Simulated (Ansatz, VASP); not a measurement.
# One calculation of NiO, two programs

File INCAR:

```
SYSTEM = NiO
ALGO     = Normal         ! electronic algorithm
EDIFF    = 1E-6           ! SCF threshold, eV
ENCUT    = 520            ! plane-wave cutoff, eV
GGA      = PE             ! functional
ISIF     = 2              ! what is computed and relaxed
ISMEAR   = 0              ! smearing method
ISPIN    = 2              ! spin polarisation
LASPH    = .True.         ! aspherical terms in the spheres
LCHARG   = .False.        ! write CHGCAR
LMAXMIX  = 4              ! l up to which the mixer works
LORBIT   = 11             ! projections on sites
LREAL    = .False.        ! projectors in reciprocal space
LWAVE    = .False.        ! write WAVECAR
MAGMOM   = 1.62 0         ! initial moments
NBANDS   = 19             ! bands
NELM     = 150            ! most SCF steps
PREC     = Accurate       ! precision mode
SIGMA    = 0.05           ! smearing width, eV
```

The input KPOINTS:

```
k-points
0
Gamma
  12 12 12
  0 0 0
```

Contents of POSCAR:

```
NiO
1.0
    0.0000000000      2.2557943094      2.2557943094
    2.2557943094      0.0000000000      2.2557943094
    2.2557943094      2.2557943094      0.0000000000
Ni O
1 1
Direct
    0.0000000000      0.0000000000      0.0000000000
    0.2500000000      0.2500000000      0.2500000000
```

Input for Ansatz:

```yaml
crystal:
  lattice:
    - [0.0, 2.2557943094, 2.2557943094]
    - [2.2557943094, 0.0, 2.2557943094]
    - [2.2557943094, 2.2557943094, 0.0]
  atoms:
    - { symbol: Ni, position: [0.0, 0.0, 0.0], spin: 1.62 }
    - { symbol: O, position: [0.25, 0.25, 0.25] }
basis:
  ecutwfc: 420
  ecutrho_ratio: 4
kpoints:
  mp_grid: { grid: [12, 12, 12] }
hamiltonian:
  xc: pbe
scf:
  occupations: { method: gaussian, width: 0.05 }
output:
  forces: true
  stress: true
  eigenvalues: true
  populations: true
magnetization:
  spin_polarized: true
```

Alike in both runs: task single point; functional PBE; k mesh 12 × 12 × 12; occupations gaussian, width 0.05 eV; collinear spin.

|  | VASP | Ansatz |
| --- | --- | --- |
| version | VASP 6.6.1 | Ansatz 0.2.0 |
| potentials or method | VASP PAW PBE potentials, release 64 (Ni, O) | scalar-relativistic, plane waves, PAW |
| plane-wave cutoff (eV) | 520 | 420 |
| valence electrons in the cell | 16 | 24 |

|  | VASP | Ansatz | Ansatz less VASP |
| --- | --- | --- | --- |
| gap on the k mesh at the Fermi level (eV) | none | none | - |
| pressure (GPa) | -2.4 | -2.8 | -0.31 |
| net moment per atom (μB) | 0.97 | 0.98 | +0.008 |
| size of the moment on the site where the two differ most (μB) | 1.52 | 1.49 | -0.032 |

Site moments also hang on the region over which each program counts them. A gap of «none» marks a metal or a gap that the smearing closes. With one functional, cell and mesh, what is left measures potentials, basis and numerics. The two sets of potentials don't hold the same shells in valence.

Caveats: a cell with one magnetic atom can't hold antiferromagnetic order, which such compounds often take; semilocal functionals often make such compounds metallic where correlation or magnetic order opens a gap, which also shifts bond lengths.
